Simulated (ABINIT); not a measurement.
Crystal: P.

```
CELL_PARAMETERS angstrom
1.64774 -5.46504 0.00000
1.64774 5.46504 0.00000
0.00000 0.00000 4.54364
ATOMIC_POSITIONS crystal
P 0.90414 0.09586 0.58882
P 0.09586 0.90414 0.41118
P 0.59586 0.40414 0.08882
P 0.40414 0.59586 0.91118
```

Program: ABINIT 10.8.3 (patched build). Alike in all runs: task single point; no spin polarisation; cell as given; k mesh 6 × 6 × 4; smearing fermi-dirac 0.05 eV.

**Question.** Order these runs on this cell by their pressure, lowest first.
A. level r2SCAN; potentials or basis PseudoDojo NC SR PBE v0.4.1 standard; cutoff (eV) 517
B. level LDA; potentials or basis PseudoDojo NC SR LDA v0.4.1 standard; cutoff (eV) 490
C. level PBEsol; potentials or basis PseudoDojo NC SR PBEsol v0.4.1 standard; cutoff (eV) 490

**Answer.** B (-2.3 GPa), C (-0.6 GPa), A (1.7 GPa).

Caveats: a meta-GGA on potentials with a model core is unreliable (some runs); the potentials were made for another functional, which shifts forces and pressure (some runs); the cutoff is short for stress, so the pressure is rough (some runs).

Runs at the PBE level aren't shown here.
